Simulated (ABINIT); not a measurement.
PbSe (Clausthalite):

```xyz
2
Lattice="0.0000 3.0606 3.0606 3.0606 0.0000 3.0606 3.0606 3.0606 0.0000" Properties=species:S:1:pos:R:3 pbc="T T T"
Pb    0.0000    0.0000    0.0000
Se    3.0606    3.0606    3.0606
```

```yaml
Program: ABINIT 10.8.3 (patched build)
Task: relaxation of cell and atoms
Functional: PBE
Potentials_or_basis: PseudoDojo NC SR PBE v0.4.1 standard
Cutoff: 1061 eV
k_mesh: 6 × 6 × 6
Occupations: fermi-dirac, width 0.05 eV
Spin: no spin polarisation
```

At the start: pressure 2.4 GPa; volume 28.67 Å³/atom.

Task: How do energy, volume and symmetry change on relaxing?

Result: Over 4 steps the energy falls by 9.6 meV/atom and the volume is 30.01 Å³/atom (+4.7 %); space group Fm-3m (No. 225, to 0.05 Å).

Step by step:
```
step  energy change (eV)  largest force (eV/Å)  pressure (GPa)  volume (Å³)
   1              0.0000                0.0000            2.37        57.34
   2             -0.0056                0.0000            1.97        57.76
   3             -0.0192                0.0000            0.07        59.94
   4             -0.0192                0.0000            0.01        60.02
```

Final structure:
```
Pb Se
1.0
     0.00000    3.10755    3.10755
     3.10755    0.00000    3.10755
     3.10755    3.10755    0.00000
Pb Se
1 1
Cartesian
  0.0000 0.0000 0.0000
  3.1076 3.1076 3.1076
```

The cell as given is a measured one (28.67 Å³/atom); PBE puts the equilibrium volume +4.7 % from it, thermal expansion not counted.
